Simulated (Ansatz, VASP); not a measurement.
**Be: VASP beside Ansatz**

INCAR

```
SYSTEM = Be
PREC = Accurate
ENCUT = 600
EDIFF = 1E-7
ISMEAR = 0
SIGMA = 0.1
LREAL = .False.
LASPH = .True.
NELM = 100
ALGO = Normal
ISIF = 3
LWAVE = .False.
LCHARG = .False.
GGA = PE
IBRION = 2
NSW = 90
EDIFFG = -0.04
```

The input KPOINTS:

```
regular mesh
0
Gamma
  4 4 4
  0 0 0
```

POSCAR

```
Be
1.0
   -3.1353468700      3.1353468700      3.1353468700
    3.1353468700     -3.1353468700      3.1353468700
    3.1353468700      3.1353468700     -3.1353468700
Be
6
Direct
    0.6250000000      0.2500000000      0.8750000000
    0.8750000000      0.6250000000      0.2500000000
    0.7500000000      0.6250000000      0.8750000000
    0.2500000000      0.8750000000      0.6250000000
    0.8750000000      0.7500000000      0.6250000000
    0.6250000000      0.8750000000      0.7500000000
```

Input for Ansatz:

```yaml
crystal:
  lattice:
    - [-3.13534687, 3.13534687, 3.13534687]
    - [3.13534687, -3.13534687, 3.13534687]
    - [3.13534687, 3.13534687, -3.13534687]
  atoms:
    - { symbol: Be, position: [0.625, 0.25, 0.875] }
    - { symbol: Be, position: [0.875, 0.625, 0.25] }
    - { symbol: Be, position: [0.75, 0.625, 0.875] }
    - { symbol: Be, position: [0.25, 0.875, 0.625] }
    - { symbol: Be, position: [0.875, 0.75, 0.625] }
    - { symbol: Be, position: [0.625, 0.875, 0.75] }
basis:
  ecutwfc: 420
kpoints:
  mp_grid: { grid: [4, 4, 4] }
hamiltonian:
  xc: pbe
scf:
  occupations: { method: gaussian, width: 0.1 }
  lower_state_search: "off"
output:
  forces: true
  stress: true
  eigenvalues: true
relax:
  adjacent_minimum: "off"
  f_tol: 0.04
  max_steps: 70
  cell: { stress_tol: 0.4 }
```

Alike in both runs: task relaxation of cell and atoms; functional PBE; k mesh 4 × 4 × 4; occupations gaussian, width 0.1 eV; no spin polarisation.

|  | VASP | Ansatz |
| --- | --- | --- |
| version | VASP 6.6.1 | Ansatz 0.2.0 |
| potentials or method | VASP PAW PBE potentials, release 64 (Be) | scalar-relativistic, plane waves, PAW |
| plane-wave cutoff (eV) | 600 | 420 |
| valence electrons in the cell | 12 | 12 |

Ansatz gave:

- gap on the k mesh at the Fermi level, each at its own relaxed structure (eV): none
- relaxed volume (Å³/atom): 25.27
- relaxed cell length with the largest relative difference (Å): 5.818
- energy change over the relaxation (meV/atom): -104

Problem. Estimate VASP's values.

Solution. gap on the k mesh at the Fermi level, each at its own relaxed structure (eV): none; relaxed volume (Å³/atom): 25.42; relaxed cell length with the largest relative difference (Å): 5.830; energy change over the relaxation (meV/atom): -105.

A gap of «none» marks a metal or a gap that the smearing closes.

Caveats: the volume moved by over 15 % at a fixed basis, so the end points are rough (VASP).
